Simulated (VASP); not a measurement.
A run of VASP 6.6.1:

The input INCAR:

```
PREC = Accurate
ENCUT = 600
EDIFF = 1E-7
ISMEAR = 0
SIGMA = 0.03
LREAL = F
LASPH = T
NELM = 80
ALGO = Normal
ISIF = 3
LWAVE = F
LCHARG = F
IBRION = 2
NSW = 90
EDIFFG = -0.005
```

File KPOINTS:

```
Automatic mesh
0
Gamma
  14 14 14
```

Contents of POSCAR:

```
C                                       
1.0
   -0.0000000000      1.7669621626      1.7669621626
    1.7669621626      0.0000000000      1.7669621626
    1.7669621626      1.7669621626      0.0000000000
  C             
     2
Direct
     0.0000000000000000    0.0000000000000000    0.0000000000000000
     0.2500000000000000    0.2500000000000000    0.2500000000000000
```

Potentials or basis: VASP PAW LDA potentials, release 64 (C).

Command:

```bash
$ cat potpaw_LDA.64/C/POTCAR > POTCAR
$ mpirun -np 1 vasp_std > vasp.out
```

Hardware: 1 thread of Intel(R) Xeon(R) Platinum 8259CL CPU @ 2.50GHz (Skylake/Cascade Lake), on a shared host.

**Question.** Estimate the wall time of this run.

**Answer.** Run time: 8.3 s on 1 thread of Intel(R) Xeon(R) Platinum 8259CL CPU @ 2.50GHz (Skylake/Cascade Lake), with other jobs on the host, peak memory 0.11 GiB. Counts: scf iterations 11, k points 104, ion steps 1.
